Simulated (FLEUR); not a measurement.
**Collinear magnetic orders of 1 ML Co on Nb(001), 1 substrate layers with FLEUR**

Does 1 ML Co on Nb(001), 1 substrate layers prefer parallel or opposed moments?

Calculated with FLEUR MaX-R8.1; LDA (VWN); all-electron FLAPW film, Dirac cores, scalar-relativistic bands.

## (1) The starting structure

The cell holds 2 atoms: 1 Nb and 1 Co. Its edges and angles: a = 3.328 Å, b = 3.328 Å, c = 15.305 Å, α = 90.0°, β = 90.0°, γ = 90.0°. Pseudomorphic film on a typed substrate lattice, hard-sphere layer spacings, unrelaxed. Vacuum lies along c.

Coordinates:

```cif
data_structure
_symmetry_space_group_name_H-M 'P 1'
_symmetry_Int_Tables_number 1
_cell_length_a 3.3279
_cell_length_b 3.3279
_cell_length_c 15.3054
_cell_angle_alpha 90.000
_cell_angle_beta 90.000
_cell_angle_gamma 90.000
_cell_volume 169.51
loop_
_atom_site_label
_atom_site_type_symbol
_atom_site_fract_x
_atom_site_fract_y
_atom_site_fract_z
_atom_site_occupancy
Nb1 Nb 0.00000 0.00000 0.45735 1
Co2 Co 0.50000 0.50000 0.54265 1
```

## (2) Order 1, typed as ferro +

The parallel start comes first: it shows whether parallel moments hold.

inpgen writes inp.xml from crystal.txt; cutoffs, mixing, functional, smearing and local orbitals are then set in the file. The k list default-1 (kpts.xml, not shown) is a Γ-centred 8×8×1 mesh; where the ranks do not divide the number of points, some are split in two of half the weight.

inp.xml

```
<?xml version="1.0" encoding="UTF-8" standalone="no"?>
<fleurInput fleurInputVersion="0.39">
   <comment>
      NbCo
   </comment>
   <calculationSetup>
      <cutoffs Kmax="3.6" Gmax="10.8" GmaxXC="10.8" numbands="0"/>
      <scfLoop itmax="120" minDistance="0.00002" maxIterBroyd="15" imix="Anderson" alpha="0.03" precondParam="0.0" spinf="2.0" sdNocoIR="T"/>
      <coreElectrons ctail="T" frcor="F" kcrel="0" coretail_lmax="0"/>
      <xcFunctional name="vwn" relativisticCorrections="F"/>
      <magnetism jspins="2"/>
      <soc l_soc="F" theta="0.0" phi="0.0" spav="F"/>
      <expertModes spex="0" secvar="F"/>
      <geometryOptimization l_f="F" forcealpha="1.0" forcemix="BFGS" epsdisp="0.00001" epsforce="0.00001"/>
      <ldaU l_linMix="F" mixParam="0.05" spinf="1.0"/>
   </calculationSetup>
   <cell>
      <bzIntegration valenceElectrons="30.0" mode="hist" fermiSmearingEnergy="0.00183747">
         <kPointListSelection listName="default-1"/>
         <xi:include xmlns:xi="http://www.w3.org/2001/XInclude" href="kpts.xml"> </xi:include>
      </bzIntegration>
      <xi:include xmlns:xi="http://www.w3.org/2001/XInclude" href="sym.xml"> </xi:include>
      <filmLattice scale="1.0" dVac="8.11" dTilda="10.61">
         <bravaisMatrixFilm>
            <row-1>    6.2888195700563401     0.0000000000000000</row-1>
            <row-2>    0.0000000000000000     6.2888195700563401</row-2>
         </bravaisMatrixFilm>
         <vacuumEnergyParameters vacuum="1" spinUp="-.25" spinDown="-.25"/>
         <vacuumEnergyParameters vacuum="2" spinUp="-.25" spinDown="-.25"/>
      </filmLattice>
   </cell>
   <atomSpecies>
      <species name="Niobium (Nb)" element="Nb" atomicNumber="41">
         <mtSphere radius="2.42" gridPoints="801" logIncrement="0.016"/>
         <atomicCutoffs lmax="10" lnonsphr="8"/>
         <electronConfig flipSpins="F">
            <coreConfig>(1s1/2) (2s1/2) (2p1/2) (2p3/2) (3s1/2) (3p1/2) (3p3/2) (3d3/2) (3d5/2)</coreConfig>
            <valenceConfig>(4s1/2) (4p1/2) (4p3/2) (5s1/2) (4d3/2) (4d5/2)</valenceConfig>
            <stateOccupation state="(5s1/2)" spinUp="0.500000" spinDown="0.500000"/>
            <stateOccupation state="(4d3/2)" spinUp="0.800000" spinDown="0.800000"/>
            <stateOccupation state="(4d5/2)" spinUp="1.200000" spinDown="1.200000"/>
         </electronConfig>
         <energyParameters s="5" p="5" d="4" f="4"/>
         <lo type="SCLO" l="0" n="4" eDeriv="0"/>
         <lo type="SCLO" l="1" n="4" eDeriv="0"/>
      </species>
      <species name="Cobalt (Co2.000" element="Co" atomicNumber="27">
         <mtSphere radius="2.42" gridPoints="801" logIncrement="0.015"/>
         <atomicCutoffs lmax="10" lnonsphr="8"/>
         <electronConfig flipSpins="F">
            <coreConfig>(1s1/2) (2s1/2) (2p1/2) (2p3/2)</coreConfig>
            <valenceConfig>(3s1/2) (3p1/2) (3p3/2) (4s1/2) (3d3/2) (3d5/2)</valenceConfig>
            <stateOccupation state="(3d3/2)" spinUp="1.5" spinDown="1.3"/>
            <stateOccupation state="(3d5/2)" spinUp="3.0" spinDown="1.2"/>
         </electronConfig>
         <energyParameters s="4" p="4" d="3" f="4"/>
         <lo type="SCLO" l="0" n="3" eDeriv="0"/>
         <lo type="SCLO" l="1" n="3" eDeriv="0"/>
      </species>
   </atomSpecies>
   <atomGroups>
      <atomGroup species="Niobium (Nb)">
         <filmPos label="                   1">.0000000000 .0000000000 -1.2334532018</filmPos>
         <force calculate="T" relaxXYZ="TTT"/>
      </atomGroup>
      <atomGroup species="Cobalt (Co2.000">
         <filmPos label="                   2">1.000/2.000 1.000/2.000 1.2334532018</filmPos>
         <force calculate="T" relaxXYZ="TTT"/>
      </atomGroup>
   </atomGroups>
   <output dos="F" band="F" slice="F">
      <bandDOS minEnergy="-.5*Htr" maxEnergy="0.5*Htr" sigma="0.015" storeEVData="T"/>
      <plotting iplot="0" polar="F">
         <plot TwoD="T" vec1="  1.0  0.0  0.0" vec2="  0.0  1.0  0.0" vec3="  0.0  0.0  1.0" zero="  0.0  0.0 -0.5" file="plot"/>
      </plotting>
      <moessbauerParams electricFieldGradient="F" isomerShift="F" coreHyperfine="F" valenceHyperfine="F"/>
   </output>
</fleurInput>
```

crystal.txt

```
NbCo
&input film=T cartesian=F /
3.32790000000  0.00000000000  0.00000000000
0.00000000000  3.32790000000  0.00000000000
0.00000000000  0.00000000000  1.00000000000
1.8897261246
1.0 1.0 1.0

2
41 0.00000000000  0.00000000000  -1.23345320185
27 0.50000000000  0.50000000000  1.23345320185 : 2.000

&kpt div1=8 div2=8 div3=1 gamma=T /
```

Started as:

```sh
$ OMP_NUM_THREADS=1 inpgen -f crystal.txt > inpgen.log  # inp.xml is then edited as shown
$ OMP_NUM_THREADS=1 mpirun -n 4 fleur_MPI > fleur.log
```

Log:

```text
Welcome to FLEUR        (www.flapw.de)
      MaX-Release 8.1          (www.max-centre.eu)

 ========== k-point set info ==========
 Selected k-point list: default-1
 k-point list type: mesh
 0 x 0 x 0
 Number of k points: 16

 ------------Calculation Setup---------------------------
 Number of MPI-tasks      :            4
 Number of PE/node        :            4
 Number of OMP-threads    :            1
 k-points in parallel     :            4
 pe's per k-point         :            1
 No of k-point loops      :            4
 Eigenvalue solver        :       lapack
 Number of basis functions:          353
 Approximate size of matrices (H+S) per k-point:         0.004 GB
 --------------------------------------------------------
 Iteration:     1   Distance:      40.40331052 me/bohr^3
 Iteration:     2   Distance:      24.42832109 me/bohr^3
 Iteration:     3   Distance:      24.74887104 me/bohr^3
 Iteration:     4   Distance:      15.91245964 me/bohr^3
 Iteration:     5   Distance:       7.96311636 me/bohr^3
 Iteration:     6   Distance:      17.34030709 me/bohr^3
 Iteration:     7   Distance:      10.44924810 me/bohr^3
 Iteration:     8   Distance:       4.86444742 me/bohr^3
 Iteration:     9   Distance:      10.28775229 me/bohr^3
 Iteration:    10   Distance:       3.18512088 me/bohr^3
[... 51 iterations left out ...]
 Iteration:    62   Distance:       0.00040641 me/bohr^3
 Iteration:    63   Distance:       0.00028714 me/bohr^3
 Iteration:    64   Distance:       0.00030299 me/bohr^3
 Iteration:    65   Distance:       0.00021553 me/bohr^3
 Iteration:    66   Distance:       0.00017432 me/bohr^3
 Iteration:    67   Distance:       0.00025883 me/bohr^3
 Iteration:    68   Distance:       0.00008477 me/bohr^3
 Iteration:    69   Distance:       0.00002368 me/bohr^3
 Iteration:    70   Distance:       0.00011074 me/bohr^3
 Iteration:    71   Distance:       0.00000938 me/bohr^3

 ********************************************************************
 Run finished successfully
 Stop message:
   all done
 ********************************************************************

--- out.xml (last complete iteration) ---
<iteration numberForCurrentRun="   71" overallNumber="   71">
         [... left out ...]
         <bandgap value="0.0122752751" units="eV"/>
         <sumValenceSingleParticleEnergies value="-36.7068455456" units="Htr"/>
         <FermiEnergy value="-0.1783493364" units="Htr"/>
         <valenceDensity>
            <mtCharges spin="1">
               <mtCharge atomType="1" total="5.4301574" s="1.1028120" p="2.9819975" d="1.3370524" f="0.0067619"/>
               <mtCharge atomType="2" total="8.6391210" s="1.2582861" p="3.1284622" d="4.2445651" f="0.0058786"/>
            </mtCharges>
            <mtCharges spin="2">
               <mtCharge atomType="1" total="5.0620077" s="1.0953666" p="2.9780959" d="0.9806360" f="0.0065540"/>
               <mtCharge atomType="2" total="7.4053536" s="1.2326277" p="3.1119090" d="3.0544977" f="0.0048372"/>
            </mtCharges>
            <spinDependentCharge spin="1" total="15.9812303" interstitial="1.7001608" mtSpheres="14.0692784" vacuum1="0.0546564" vacuum2="0.1571347"/>
            <spinDependentCharge spin="2" total="14.0187699" interstitial="1.4754926" mtSpheres="12.4673613" vacuum1="0.0289775" vacuum2="0.0469385"/>
            <totalCharge value="30.0000002077"/>
         </valenceDensity>
         [... left out ...]
         <allElectronCharges>
            <spinDependentCharge spin="1" total="34.9812303" interstitial="1.7001626" mtSpheres="33.0692766" vacuum1="0.0546564" vacuum2="0.1571347"/>
            <spinDependentCharge spin="2" total="33.0187699" interstitial="1.4754943" mtSpheres="31.4673595" vacuum1="0.0289775" vacuum2="0.0469385"/>
            <totalCharge value="68.0000002033"/>
         </allElectronCharges>
         <magneticMomentsInMTSpheres units="muBohr">
            <globalMagMoment atomType="1" vec="0.00000   0.00000   0.36815"/>
            <localMagMoment atomType="1" vec="0.00000   0.00000   0.36815"/>
            <globalMagMoment atomType="2" vec="0.00000   0.00000   1.23377"/>
            <localMagMoment atomType="2" vec="0.00000   0.00000   1.23377"/>
         </magneticMomentsInMTSpheres>
         <moessbauerParams unitsHFF="kG" unitsIS="e/bohr^3" unitsEFG="Htr/bohr^2">
         </moessbauerParams>
         <totalEnergy value="    -5207.4503436667" units="Htr">
            <sumOfEigenvalues value="    -3101.2544725373">
               <coreElectrons value="-3064.5476269917"/>
               <valenceElectrons value="-36.7068455456"/>
            </sumOfEigenvalues>
            <densityCoulombPotentialIntegral value="-8232.6427923205"/>
            <densityEffectivePotentialIntegral value="-8460.6001238044"/>
            <chargeDenXCDenIntegral value="-172.0570677650"/>
            <FockExchangeEnergyValence value="0.0000000000"/>
            <FockExchangeEnergyCore value="0.0000000000"/>
            <atomTypeDependentContributions atomType="1">
               <electronNucleiInteractionDifferentMTs value="4593.0855145097"/>
               <MadelungTerm value="-15.3715147898"/>
            </atomTypeDependentContributions>
            <atomTypeDependentContributions atomType="2">
               <electronNucleiInteractionDifferentMTs value="1666.5033055871"/>
               <MadelungTerm value="-3.4571961219"/>
            </atomTypeDependentContributions>
            <tkbTimesEntropy value="0.0013431035"/>
            <freeEnergy value="-5207.4516867702"/>
            <extrapolationTo0K value="-5207.4510152184"/>
         </totalEnergy>
         <densityConvergence units="me/bohr^3">
            <chargeDensity spin="1" distance="0.0000034970"/>
            <chargeDensity spin="2" distance="0.0000065725"/>
            <overallChargeDensity distance="0.0000047876"/>
            <spinDensity distance="0.0000093772"/>
         </densityConvergence>
      </iteration>
```

It took 2.2 min on 4 MPI ranks of Arm Neoverse N1, shared host; peak memory 0.3 GiB; 8.9 min of CPU time.

This step gave:

* free energy: -141701.9792 eV
* program's band gap on this mesh (in a metal only a level spacing): 0.01228 eV
* magnetization: 1.962 μB
* final state: ferromagnetic
* largest moment: 1.234 μB

After 71 cycles the largest moment stands at 1.23 μB.

## (3) Order 2, typed as antiferro q=(1/2,1/2,0) +-

An opposed order shows whether neighbours prefer unlike signs.

This order needs a doubled cell of 4 atoms. The mesh is halved along the doubled vector, so that both cells sample the same points. The k list default-1 (kpts.xml, not shown) is a Γ-centred 4×8×1 mesh.

inp.xml, as its differences from that of step 2:

```diff
@@ -17,3 +17,3 @@
    <cell>
-      <bzIntegration valenceElectrons="30.0" mode="hist" fermiSmearingEnergy="0.00183747">
+      <bzIntegration valenceElectrons="60.0" mode="hist" fermiSmearingEnergy="0.00183747">
          <kPointListSelection listName="default-1"/>
@@ -24,4 +24,4 @@
          <bravaisMatrixFilm>
-            <row-1>    6.2888195700563401     0.0000000000000000</row-1>
-            <row-2>    0.0000000000000000     6.2888195700563401</row-2>
+            <row-1>   12.5776391401126801     0.0000000000000000</row-1>
+            <row-2>    6.2888195700563401     6.2888195700563401</row-2>
          </bravaisMatrixFilm>
@@ -59,2 +59,15 @@
       </species>
+      <species name="Cobalt (Co-2.000" element="Co" atomicNumber="27">
+         <mtSphere radius="2.42" gridPoints="801" logIncrement="0.015"/>
+         <atomicCutoffs lmax="10" lnonsphr="8"/>
+         <electronConfig flipSpins="F">
+            <coreConfig>(1s1/2) (2s1/2) (2p1/2) (2p3/2)</coreConfig>
+            <valenceConfig>(3s1/2) (3p1/2) (3p3/2) (4s1/2) (3d3/2) (3d5/2)</valenceConfig>
+            <stateOccupation state="(3d3/2)" spinUp="1.3" spinDown="1.5"/>
+            <stateOccupation state="(3d5/2)" spinUp="1.2" spinDown="3.0"/>
+         </electronConfig>
+         <energyParameters s="4" p="4" d="3" f="4"/>
+         <lo type="SCLO" l="0" n="3" eDeriv="0"/>
+         <lo type="SCLO" l="1" n="3" eDeriv="0"/>
+      </species>
    </atomSpecies>
@@ -63,2 +76,3 @@
          <filmPos label="                   1">.0000000000 .0000000000 -1.2334532018</filmPos>
+         <filmPos label="                   2">1.000/2.000 .0000000000 -1.2334532018</filmPos>
          <force calculate="T" relaxXYZ="TTT"/>
@@ -66,3 +80,7 @@
       <atomGroup species="Cobalt (Co2.000">
-         <filmPos label="                   2">1.000/2.000 1.000/2.000 1.2334532018</filmPos>
+         <filmPos label="                   3">.0000000000 1.000/2.000 1.2334532018</filmPos>
+         <force calculate="T" relaxXYZ="TTT"/>
+      </atomGroup>
+      <atomGroup species="Cobalt (Co-2.000">
+         <filmPos label="                   4">1.000/2.000 1.000/2.000 1.2334532018</filmPos>
          <force calculate="T" relaxXYZ="TTT"/>
```

crystal.txt

```
NbCo
&input film=T cartesian=F /
6.65580000000  0.00000000000  0.00000000000
3.32790000000  3.32790000000  0.00000000000
0.00000000000  0.00000000000  1.00000000000
1.8897261246
1.0 1.0 1.0

4
41 0.00000000000  0.00000000000  -1.23345320185
41 0.50000000000  0.00000000000  -1.23345320185
27 0.00000000000  0.50000000000  1.23345320185 : 2.000
27 0.50000000000  0.50000000000  1.23345320185 : -2.000

&kpt div1=4 div2=8 div3=1 gamma=T /
```

Log:

```text
[banner, memory and clock lines left out]
Welcome to FLEUR        (www.flapw.de)
      MaX-Release 8.1          (www.max-centre.eu)

 ========== k-point set info ==========
 Selected k-point list: default-1
 k-point list type: mesh
 0 x 0 x 0
 Number of k points: 16

 ------------Calculation Setup---------------------------
 Number of PE/node        :            4
 Number of OMP-threads    :            1
 k-points in parallel     :            4
 pe's per k-point         :            1
 No of k-point loops      :            4
 Eigenvalue solver        :       lapack
 Number of basis functions:          699
 Approximate size of matrices (H+S) per k-point:         0.015 GB
 Iteration:     1   Distance:      40.48420918 me/bohr^3
 Iteration:     2   Distance:      24.14816427 me/bohr^3
 Iteration:     3   Distance:      22.76810948 me/bohr^3
 Iteration:     4   Distance:      22.79474881 me/bohr^3
 Iteration:     5   Distance:      21.20483192 me/bohr^3
 Iteration:     6   Distance:       8.92176375 me/bohr^3
 Iteration:     7   Distance:       6.81133808 me/bohr^3
 Iteration:     8   Distance:       5.76561930 me/bohr^3
 Iteration:     9   Distance:       6.32947372 me/bohr^3
 Iteration:    10   Distance:       1.60971765 me/bohr^3
[... 19 iterations left out ...]
 Iteration:    30   Distance:       0.00170314 me/bohr^3
 Iteration:    31   Distance:       0.00169127 me/bohr^3
 Iteration:    32   Distance:       0.00073601 me/bohr^3
 Iteration:    33   Distance:       0.00051264 me/bohr^3
 Iteration:    34   Distance:       0.00051467 me/bohr^3
 Iteration:    35   Distance:       0.00027641 me/bohr^3
 Iteration:    36   Distance:       0.00018970 me/bohr^3
 Iteration:    37   Distance:       0.00019328 me/bohr^3
 Iteration:    38   Distance:       0.00007674 me/bohr^3
 Iteration:    39   Distance:       0.00000945 me/bohr^3

 ********************************************************************
 Run finished successfully
 Stop message:
   all done
 ********************************************************************

--- out.xml (last complete iteration) ---
<iteration numberForCurrentRun="   39" overallNumber="   39">
         [... left out ...]
         <bandgap value="0.0000000000" units="eV"/>
         <sumValenceSingleParticleEnergies value="-73.3302302462" units="Htr"/>
         <FermiEnergy value="-0.1752917584" units="Htr"/>
         <valenceDensity>
            <mtCharges spin="1">
               <mtCharge atomType="1" total="5.2462550" s="1.0990759" p="2.9799178" d="1.1592861" f="0.0065405"/>
               <mtCharge atomType="2" total="8.7284373" s="1.2510258" p="3.1296826" d="4.3407391" f="0.0053112"/>
               <mtCharge atomType="3" total="7.3116472" s="1.2477675" p="3.1130160" d="2.9435795" f="0.0055638"/>
            </mtCharges>
            <mtCharges spin="2">
               <mtCharge atomType="1" total="5.2462550" s="1.0990759" p="2.9799178" d="1.1592861" f="0.0065405"/>
               <mtCharge atomType="2" total="7.3116472" s="1.2477675" p="3.1130160" d="2.9435795" f="0.0055638"/>
               <mtCharge atomType="3" total="8.7284373" s="1.2510258" p="3.1296826" d="4.3407390" f="0.0053112"/>
            </mtCharges>
            <spinDependentCharge spin="1" total="30.0000002" interstitial="3.1754935" mtSpheres="26.5325945" vacuum1="0.0832336" vacuum2="0.2086786"/>
            <spinDependentCharge spin="2" total="30.0000002" interstitial="3.1754935" mtSpheres="26.5325945" vacuum1="0.0832336" vacuum2="0.2086786"/>
            <totalCharge value="60.0000004116"/>
         </valenceDensity>
         [... left out ...]
         <magneticMomentsInMTSpheres units="muBohr">
            <globalMagMoment atomType="1" vec="0.00000   0.00000   0.00000"/>
            <localMagMoment atomType="1" vec="0.00000   0.00000   0.00000"/>
            <globalMagMoment atomType="2" vec="0.00000   0.00000   1.41679"/>
            <localMagMoment atomType="2" vec="0.00000   0.00000   1.41679"/>
            <globalMagMoment atomType="3" vec="0.00000   0.00000  -1.41679"/>
            <localMagMoment atomType="3" vec="0.00000   0.00000  -1.41679"/>
         </magneticMomentsInMTSpheres>
         [... left out ...]
         <totalEnergy value="   -10414.9031678867" units="Htr">
            <sumOfEigenvalues value="    -6202.2465462074">
               <coreElectrons value="-6128.9163159612"/>
               <valenceElectrons value="-73.3302302462"/>
            </sumOfEigenvalues>
            <densityCoulombPotentialIntegral value="-16465.0396553050"/>
            <densityEffectivePotentialIntegral value="-16920.9515803056"/>
            <chargeDenXCDenIntegral value="-344.1121781937"/>
            <FockExchangeEnergyValence value="0.0000000000"/>
            <FockExchangeEnergyCore value="0.0000000000"/>
         [... left out ...]
            <tkbTimesEntropy value="0.0029647534"/>
            <freeEnergy value="-10414.9061326401"/>
            <extrapolationTo0K value="-10414.9046502634"/>
         </totalEnergy>
         <densityConvergence units="me/bohr^3">
            <chargeDensity spin="1" distance="0.0000053164"/>
            <chargeDensity spin="2" distance="0.0000053309"/>
            <overallChargeDensity distance="0.0000094464"/>
            <spinDensity distance="0.0000049122"/>
         </densityConvergence>
      </iteration>
```

Run time: 5.5 min. Hardware: 4 MPI ranks; peak memory 0.64 GiB; 22 min of CPU time.

Spin moment in the muffin-tin sphere by atom:

| atom | spin moment in the muffin-tin sphere (μB) |
| --- | --- |
| Nb1 | 0.00 |
| Nb2 | 0.00 |
| Co3 | 1.42 |
| Co4 | -1.42 |

Read from the output:

| Quantity | Value |
| --- | --- |
| free energy | -283404.0335 eV |
| program's band gap on this mesh (in a metal only a level spacing) | 0 eV |
| magnetization | 0 μB |
| final state | antiferromagnetic |

It lies 37.5 meV a seeded atom under the first start, and its largest moment is 1.42 μB against 1.23 μB.

(Continued in part 2 of 2.)

[Logs and program files are shortened in this print: banners, set-up blocks, solver, clock and traceback lines can be left out without a mark of their own.]

[Logs are printed without paths, hosts, clocks, repeated set-up lines and the standing remarks that a program may print on its own settings, such as how far it seeks lower states.]

[Hosts, paths, dates, database ids (printed as entryN), source tags and the programs' standing remarks are cut or masked in the printed files.]

[Where a cell is said to come from a database of computed structures, the database is the Materials Project.]
